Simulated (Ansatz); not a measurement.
The elements of this relaxed trial crystal are hidden behind letters.

```
lattice vectors (Å)
  -2.9580    2.9580    4.2231
   2.9580   -2.9580    4.2231
   2.9580    2.9580   -4.2231
fractional positions
X 0.0000 0.0000 0.0000
X 0.2500 0.7500 0.5000
X 0.7500 0.2500 0.5000
Z 0.6362 0.9663 0.0000
Z 0.3638 0.3638 0.3301
Z 0.5000 0.0000 0.5000
Z 0.9663 0.6362 0.0000
Z 0.0337 0.0337 0.6699
Z 0.0000 0.5000 0.5000
```

Level of theory: Ansatz, DFT PBE, scalar-relativistic, plane waves, PAW. Plane waves to 420 eV, a 10×10×10 mesh through Γ for the 9-atom cell and 0.10 eV Gaussian smearing; no spin polarisation.

- Space group: I-42m (No. 121)
- Conventional cell: a = 5.916 Å, c = 8.446 Å
- Volume per atom: 16.42 Å³
- Density: 8.06 g/cm³
- Energy over the elements: −0.53 eV/atom
- Gap on the 10×10×10 mesh of the 9-atom cell: 0 eV (the bands overlap slightly)

Energies are uncorrected and count from the elements' standard states at the same level.

Question: X is a p-block element of period 6 and Z is a p-block element of period 2. Which elements are they?

Answer: X = Pb, Z = O, so the formula is PbO2. Density times volume gives a mean mass of 8.06 × 16.42/1.6605 = 79.7 u per atom, and this set has 79.7 u. Among the elements that the hints allow, noble gases aside, only these give it. Pb on a site of symmetry -42m is surrounded by 4 O at 2.17 Å; Pb on a site of symmetry -4 has 2 O at 2.11 Å and 4 O at 2.25 Å; around O on a site of symmetry m lie 3 Pb at 2.17–2.25 Å; 1 more site not described.

These runs have no spin–orbit coupling, which can matter for Pb. The zero gap may come from the functional, which often closes small gaps. Symmetry constrained the relaxation, so the result can be a saddle point.
